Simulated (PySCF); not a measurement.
## How well do the runs reproduce experiment for C5H6?

**The experiment to reproduce.**

From NIST CCCBDB Release 22 (SRD 101), experimental dipoles, for the gas: dipole moment (microwave Stark effect) 0.419 D.

The results are set against them at the end.

Species: C₅H₆.
Numbering: `[CH:1]1=[CH:2][CH2:3][CH:4]=[CH:5]1` (hydrogens: H6 on C1; H7 on C2; H8, H9 on C3; H10 on C4; H11 on C5)

Structure used (PBE0-D3(BJ)/def2-SVP), in Å, numbered top down from 1:
```xyz
11
C5H6 angstrom
C     -1.1120    0.7498   -0.1885
C      0.1740    1.1604   -0.1409
C      1.0545   -0.0218    0.1093
C      0.0934   -1.1638    0.1972
C     -1.1622   -0.6976    0.0220
H     -1.9846    1.3838   -0.3563
H      0.5370    2.1817   -0.2619
H      1.6481    0.0925    1.0363
H      1.7963   -0.1652   -0.6993
H      0.3850   -2.1995    0.3757
H     -2.0775   -1.2923    0.0330
```

Runs made with PySCF (gas phase, on this PBE0-D3(BJ)/def2-SVP geometry; no spin–orbit coupling):

```csv
level,job,basis functions,wall time
"PBE0-D3(BJ)/def2-SVP, grid level 1",geometry optimisation from a GFN2-xTB start,100,7.0 s
```

Hardware: an Arm Neoverse V1 with one thread, shared host.

Results beside the measurements:

**Dipole moment.** Measured: 0.419 D (NIST CCCBDB Release 22 (SRD 101), experimental dipoles).

| level | computed (D) | computed − measured (D) | % (from the printed values) |
| --- | --- | --- | --- |
| PBE0-D3(BJ)/def2-SVP | 0.551 | +0.132 | +32 |

The computed dipoles belong to one fixed geometry; measured ones are averaged over vibrations unless marked μe. Magnitudes are compared, not signs.

No measured geometry was used, and the causes of the misses weren't examined.
